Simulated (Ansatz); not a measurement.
Runs of Ansatz 0.2.0 on Bi2Se3 (Paraguanajuatite). Symmetry: R-3m, No. 166, trigonal system. The conventional cell has a = 4.143 Å, b = 4.143 Å, c = 28.636 Å, α = 90.00°, β = 90.00°, γ = 120.00°. Bi (site symmetry 3m) is surrounded by 6 Se at 2.85 to 3.07 Å. Se (site symmetry 3m) is surrounded by 3 Bi at 2.85 Å. Around Se (site symmetry -3m) lie 6 Bi at 3.07 Å. 

| task | level | potentials or basis | cutoff (eV) | points for each segment of the path | gap on the mesh (eV) | pressure (GPa) | V0 of scaled cells (Å³/atom) | B0 (GPa) | largest force (eV/Å) |
| --- | --- | --- | --- | --- | --- | --- | --- | --- | --- |
| equation of state | PBE | Ansatz PAW | 420 | - | - | - | (c) | 57 | - |
| band structure | PBE | Ansatz PAW large core | 420 | 14 | (b) | 2.6 | - | - | 0.16 |
| equation of state | PBEsol | PseudoDojo PBEsol stringent | 1415 | - | - | - | 28.23 | 64 | - |
| band structure | revPBE | Ansatz PAW | 420 | 14 | 0.27 | (a) | - | - | 0.16 |

Alike in all rows: no spin polarisation; cell as given; k mesh 8 × 8 × 8; smearing fermi-dirac 0.05 eV.

Q: Estimate the missing entries.

A: (a) 3.8; (b) 0.22; (c) 29.57.

Caveats: the cell was scaled at fixed shape and fractional positions, which overstates the stiffness of a crystal with free parameters, most of all of layers and chains (some runs); spin-orbit coupling is left out, which moves the levels of the heavy elements (some runs); spin-orbit coupling is left out, which as a rule narrows the gap of such compounds by several tenths of an eV (some runs); this set keeps more shells in the core, which shifts pressures and gaps (some runs); the PAW data sets come from PBE, with cores solved anew for the run's functional, which leaves a small shift of forces and pressure (some runs).

A k mesh can miss the band edges, and the runs leave out spin-orbit coupling on Bi, Se.

The runs don't all hold the same shells in valence.
